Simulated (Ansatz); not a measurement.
`C[CH2][GeH2][SiH3]` + `N=C(N)O` → `N=C(N)O[SiH3]` + `C[CH2][GeH3]`  (cleavage of the Si–Ge bond)

Program: Ansatz. Geometries: PBE0-D4/def2-TZVP. ΔE: electronic, gas phase. CCSD(T)/CBS adds triple-zeta CCSD(T) − MP2 to the extrapolated MP2 energy (def2 sets, frozen cores). Functionals use def2-TZVPP. For Ge outer-core shells are correlated without core-valence functions, which leaves a few kJ/mol of doubt a bond. Scalar relativity is left out up to krypton. Each species was taken in one conformer, which may not be the lowest.

| level | ΔE (kJ/mol) |
| --- | --- |
| PBE-D4 | -43.5 |
| r2SCAN-D4 | -58.5 |
| B2PLYP | -67.0 |
| MP2/def2-TZVPP | -67.3 |

What does CCSD(T)/CBS give? (Best estimate.)

Computed: -63.0 kJ/mol. The listed levels differ from it by 19.5, 4.5, -4.0, -4.3 kJ/mol.

Largest T1 diagnostic among the species: 0.013.

From PBE to PBE0 (25 % exact exchange), in def2-TZVPP and without D4, ΔE moves by −5.1 kJ/mol. In def2-TZVPP, CCSD(T) changes the Hartree–Fock value by +19.7 kJ/mol (the triples alone add +1.9 kJ/mol) and MP2 by +15.6 kJ/mol.

CCSD(T)/CBS has its own doubt, a few kJ/mol and more with outer-core shells, so smaller differences from it don't rank the levels.
